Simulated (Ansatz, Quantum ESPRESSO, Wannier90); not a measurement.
# straight B chain, spacing 1.55 Å: Wannier functions and conductance, part 2 of 6

How many channels does the wire offer, and does a small Wannier basis get them right? The wire: straight B chain, spacing 1.55 Å.

Quantum ESPRESSO 7.5 and Wannier90 3.1.0; plane-wave DFT, PBE, GBRV ultrasoft pseudopotentials; cross-check by Ansatz 0.2.0 with PAW datasets.

So far. Step 2 (Ground state): The run needed 10 iterations to bring the estimated error under 1e-07 Ry.

## (6) Localisation, bands and conductance, with dis_win_max − E_F = 9.0

Level of this step: maximally localised Wannier functions and ballistic conductance; plane-wave DFT, PBE, GBRV ultrasoft pseudopotentials (Wannier90).

wan_try.win reads:

```
num_wann = 4
num_bands = 25
num_iter = 200
num_print_cycles = 20
conv_tol = 1e-8
conv_window = 5
guiding_centres = true
dis_num_iter = 1500
dis_conv_tol = 1e-8
dis_win_min = -15.6784
dis_win_max = 4.3216
dis_froz_max = -3.1784
search_shells = 120
fermi_energy = -4.6784

transport = true
transport_mode = bulk
one_dim_axis = z
dist_cutoff = 18.5
dist_cutoff_mode = one_dim
tran_win_min = -4.0
tran_win_max = 2.0
tran_energy_step = 0.02

bands_plot = true
bands_num_points = 96
begin kpoint_path
G 0.0 0.0 0.0 Z 0.0 0.0 0.5
end kpoint_path

begin projections
B:s;p
end projections

begin unit_cell_cart
ang
  8.0000000000 0.0000000000 0.0000000000
  0.0000000000 8.0000000000 0.0000000000
  0.0000000000 0.0000000000 1.5500000000
end unit_cell_cart

begin atoms_frac
  B  0.0000000000 0.0000000000 0.0000000000
end atoms_frac

mp_grid = 1 1 24
begin kpoints
  0.0 0.0 0.0000000000
  0.0 0.0 0.0416666667
  0.0 0.0 0.0833333333
  0.0 0.0 0.1250000000
  0.0 0.0 0.1666666667
  0.0 0.0 0.2083333333
  0.0 0.0 0.2500000000
  0.0 0.0 0.2916666667
  0.0 0.0 0.3333333333
  0.0 0.0 0.3750000000
  0.0 0.0 0.4166666667
  0.0 0.0 0.4583333333
  0.0 0.0 0.5000000000
  0.0 0.0 0.5416666667
  0.0 0.0 0.5833333333
  0.0 0.0 0.6250000000
  0.0 0.0 0.6666666667
  0.0 0.0 0.7083333333
  0.0 0.0 0.7500000000
  0.0 0.0 0.7916666667
  0.0 0.0 0.8333333333
  0.0 0.0 0.8750000000
  0.0 0.0 0.9166666667
  0.0 0.0 0.9583333333
end kpoints
```

Started as:

```bash
$ OMP_NUM_THREADS=1 wannier90.x wan_try > wan_try.run.log
```

Log:

```text
+---------------------------------------------------+
             |                                                   |
             |                   WANNIER90                       |
             |                                                   |
             +---------------------------------------------------+
             |                                                   |
             |        Welcome to the Maximally-Localized         |
             |        Generalized Wannier Functions code         |
[...]
|  Wannier90 Developer Group:                       |
             |    Giovanni Pizzi    (EPFL)                       |
             |    Valerio Vitale    (Cambridge)                  |
             |    David Vanderbilt  (Rutgers University)         |
             |    Nicola Marzari    (EPFL)                       |
             |    Ivo Souza         (Universidad del Pais Vasco) |
             |    Arash A. Mostofi  (Imperial College London)    |
             |    Jonathan R. Yates (University of Oxford)       |
[...]
|  For the full list of Wannier90 3.x authors,      |
             |  please check the code documentation and the      |
             |  README on the GitHub page of the code            |
[...]
|  Please cite                                      |
[...]
|  [ref] "Wannier90 as a community code:            |
             |        new features and applications",            |
             |        G. Pizzi et al., J. Phys. Cond. Matt. 32,  |
             |        165902 (2020).                             |
[...]
|  in any publications arising from the use of      |
             |  this code. For the method please cite            |
[...]
|  [ref] "Maximally Localized Generalised Wannier   |
             |         Functions for Composite Energy Bands"     |
             |         N. Marzari and D. Vanderbilt              |
             |         Phys. Rev. B 56 12847 (1997)              |
[...]
|  [ref] "Maximally Localized Wannier Functions     |
             |         for Entangled Energy Bands"               |
             |         I. Souza, N. Marzari and D. Vanderbilt    |
             |         Phys. Rev. B 65 035109 (2001)             |
[...]
| Copyright (c) 1996-2020                           |
             |        The Wannier90 Developer Group and          |
             |        individual contributors                    |
[...]
|      Release: 3.1.0        5th March    2020      |
[...]
| This program is free software; you can            |
[...]
|                        Shell   # Nearest-Neighbours                        |
 |                        -----   --------------------                        |
 |                          1               2                                 |
 |                          5               4                                 |
[...]
| Completeness relation is fully satisfied [Eq. (B1), PRB 56, 12847 (1997)]  |
[...]
|                  b_k Vectors (Ang^-1) and Weights (Ang^2)                  |
 |                  ----------------------------------------                  |
 |            No.         b_k(x)      b_k(y)      b_k(z)        w_b           |
 |            ---        --------------------------------     --------        |
 |             1         0.000000    0.000000    0.168903    17.526538        |
 |             2         0.000000    0.000000   -0.168903    17.526538        |
 |             3         0.785398    0.000000    0.000000     0.810569        |
 |             4         0.000000    0.785398    0.000000     0.810569        |
 |             5         0.000000   -0.785398    0.000000     0.810569        |
 |             6        -0.785398    0.000000    0.000000     0.810569        |
[...]
|                           b_k Directions (Ang^-1)                          |
 |                           -----------------------                          |
 |            No.           x           y           z                         |
 |            ---        --------------------------------                     |
 |             1         0.000000    0.000000    0.168903                     |
 |             2         0.785398    0.000000    0.000000                     |
 |             3         0.000000    0.785398    0.000000                     |
[...]
Time to get kmesh              0.023 (sec)
 *============================================================================*
 |                              MEMORY ESTIMATE                               |
 |         Maximum RAM allocated during each phase of the calculation         |
 *============================================================================*
 |                        Disentanglement            1.95 Mb                  |
 |                            Wannierise:            0.17 Mb                  |
 |                          plot_wannier:            0.17 Mb                  |
 *----------------------------------------------------------------------------*

 Starting a new Wannier90 calculation ...

 Reading overlaps from wan_try.mmn

 Reading projections from wan_try.amn

 Time to read overlaps          0.060 (sec)

 *------------------------------- DISENTANGLE --------------------------------*
 +----------------------------------------------------------------------------+
 |                              Energy  Windows                               |
 |                              ---------------                               |
 |                   Outer:  -15.67840  to    4.32160  (eV)                   |
 |                   Inner:  -15.67840  to   -3.17840  (eV)                   |
 +----------------------------------------------------------------------------+
 Error at k-point    8 ndimwin  3 num_wann  4
 Exiting.......
 dis_windows: Energy window contains fewer states than number of target WFs
[the rest left out]
[key lines of the parts left out:]
|  Fermi energy (eV)                         :            -4.678             |
```

Elapsed: 0.63 s, on 1 MPI rank of Intel Xeon Platinum 8488C (Sapphire Rapids), shared host; peak memory 0.09 GiB.

The input was rejected at the start.

The fault put into the input: an outer window with fewer states than Wannier functions at some k (dis_win_max − E_F = 9.0).

The outer window must hold at least num_wann states at every k: widen it, with enough bands computed to fill it.

(Part 2 of 6 ends here.)

[Logs are printed without paths, hosts, clocks, repeated set-up lines and the standing remarks that a program may print on its own settings, such as how far it seeks lower states.]

[Hosts, paths, dates, database ids (printed as entryN), source tags and the programs' standing remarks are cut or masked in the printed files.]

[Maps of the electrostatic potential energy from Ansatz leave out the sawtooth potential of an applied field or a dipole correction, so their vacuum need not be flat; planar profiles and work functions include it.]
